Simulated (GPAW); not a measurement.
Crystal: LiH.

```
Li H
1.0
     0.00000    2.03675    2.03675
     2.03675    0.00000    2.03675
     2.03675    2.03675    0.00000
Li H
1 1
Direct
  0.00000 0.00000 0.00000
  0.50000 0.50000 0.50000
```

Base run:

```yaml
Program: GPAW 26.7.0
Functional: PBE
Potentials_or_basis: GPAW PAW data sets (gpaw-data 1.2.1)
Cutoff: 800 eV
Basis: pw
k_mesh: 11 × 11 × 11
Occupations: fermi-dirac, width 0.05 eV
Spin: no spin polarisation
```

Its results: band gap on the k mesh 3.19 eV, direct; pressure -1.2 GPa.

The run is repeated on the same cell with these changes: functional from PBE to PBEsol; potentials or basis from GPAW PAW data sets (gpaw-data 1.2.1) to PAW data sets generated in the run's folder for this functional. What comes out?

Band gap on the k mesh 2.98 eV, direct; pressure -2.2 GPa.

Caveats: the mesh misses the band edges, which the band path finds closer together.

Not every run made on this cell is shown here.
